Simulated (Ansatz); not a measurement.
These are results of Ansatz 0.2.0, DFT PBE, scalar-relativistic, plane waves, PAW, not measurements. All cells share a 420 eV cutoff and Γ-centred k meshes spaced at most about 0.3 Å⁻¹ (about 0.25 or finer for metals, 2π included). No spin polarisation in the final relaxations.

Temperature and zero-point effects are left out.

Compare these two cells of Cu4Ni, each relaxed at this level.

A.

Space group P6_3/mmc (No. 194). a = 2.539 Å, b = 2.539 Å, c = 20.970 Å, α = 90.00°, β = 90.00°, γ = 120.00°
```json
{"atom": "Cu", "site": "4f", "symmetry": "3m.", "x": "0.3333", "y": "0.6667", "z": "0.0506"}
{"atom": "Cu", "site": "4f", "symmetry": "3m.", "x": "0.3333", "y": "0.6667", "z": "0.6516"}
{"atom": "Ni", "site": "2c", "symmetry": "-6m2", "x": "0.3333", "y": "0.6667", "z": "0.2500"}
```

B.

Space group I4/m (No. 87). a = 5.688 Å, b = 5.688 Å, c = 3.610 Å, α = 90.00°, β = 90.00°, γ = 90.00°
| atom | site | symmetry | x | y | z |
| --- | --- | --- | --- | --- | --- |
| Cu | 8h | m.. | 0.8991 | 0.2986 | 0.0000 |
| Ni | 2b | 4/m.. | 0.0000 | 0.0000 | 0.5000 |

Task: Which form is favoured at zero pressure, and by what margin per atom?

Result: B is lower, by 8 meV/atom. A has Cu and Ni ordered on hcp sites, space group P6_3/mmc (No. 194), 11.7 Å³/atom and no gap on its mesh; B has Cu and Ni ordered on fcc sites, space group I4/m (No. 87), 11.7 Å³/atom and no gap. Counting all near atoms (those within 1.25 times the shortest distance at each site), A and B both have Cu 12, Ni 12. Both come from invented guesses.

For metals, differences of a few meV/atom aren't resolved. Trial moments died out on the coarse mesh in P6_3/mmc and I4/m; another magnetic start might hold. Cells relaxed within their symmetry can be saddle points.
